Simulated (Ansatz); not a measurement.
Here is an Ansatz 0.2.0 calculation.

input.yaml

```yaml
crystal:
  lattice:
    - [3.811, 0.0, 0.0]
    - [-1.9055, 3.3004228138, 0.0]
    - [0.0, 0.0, 6.136]
  atoms:
    - { symbol: Sn, position: [0.0, 0.0, 0.0] }
    - { symbol: Se, position: [0.6666666667, 0.3333333333, 0.751] }
    - { symbol: Se, position: [0.3333333333, 0.6666666667, 0.249] }
hamiltonian:
  xc: pbe
  pseudopotentials: { kind: paw }
kpoints:
  mp_grid: { grid: [8, 8, 5] }
scf:
  occupations: { method: gaussian, width: 0.029 }
output:
  forces: true
  stress: true
  eigenvalues: true
```

Potentials or basis: Ansatz PAW.

Command:

```sh
$ ansatz run input.yaml --threads 2 --pin off --max-ram 5632MiB --backend cpu --events-out ev --progress --plain --runs-dir out
```

(1) Predict the pressure.

(2) Predict the band gap on the k mesh.

Results:

(1) 5.5 GPa.

(2) 0.81 eV, indirect (least direct gap 1.10 eV).

Caveat: odd divisions of the mesh miss points on the zone boundary, where band edges often lie, so the gap on the mesh can be too wide; spin-orbit coupling is left out, which moves the levels of the heavy elements; this functional lacks dispersion, which binds the layers, so the pressure and a relaxed spacing across them are unreliable.
